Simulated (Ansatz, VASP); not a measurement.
WC in VASP and in Ansatz

```
W C
1.0
     3.09500    0.00000    0.00000
    -1.54750    2.68035    0.00000
     0.00000    0.00000    2.79298
W C
1 1
Direct
  0.00000 0.00000 0.00000
  0.33333 0.66667 0.50000
```

Alike in both runs: functional PBE; k mesh 12 × 12 × 13; occupations gaussian, width 0.1 eV; no spin polarisation.

Ansatz relaxed the structure, and its values are those at the end. VASP's run is a single point on that final structure, the one shown.

|  | VASP | Ansatz |
| --- | --- | --- |
| version | VASP 6.6.1 | Ansatz 0.2.0 |
| potentials or method | VASP PAW PBE potentials, release 64 (W_sv, C) | scalar-relativistic, plane waves, PAW |
| plane-wave cutoff (eV) | 520 | 420 |
| valence electrons in the cell | 18 | 18 |

|  | VASP | Ansatz | Ansatz less VASP |
| --- | --- | --- | --- |
| gap on the k mesh at the Fermi level (eV) | none | none | - |
| pressure (GPa) | -25.4 | -26.1 | -0.72 |

A gap of «none» marks a metal or a gap that the smearing closes.

Caveats: so large a pressure means that the cell lies far from this level's equilibrium, or that cutoff or potentials fall short (VASP). Spin-orbit coupling is left out, which matters for the levels of W.
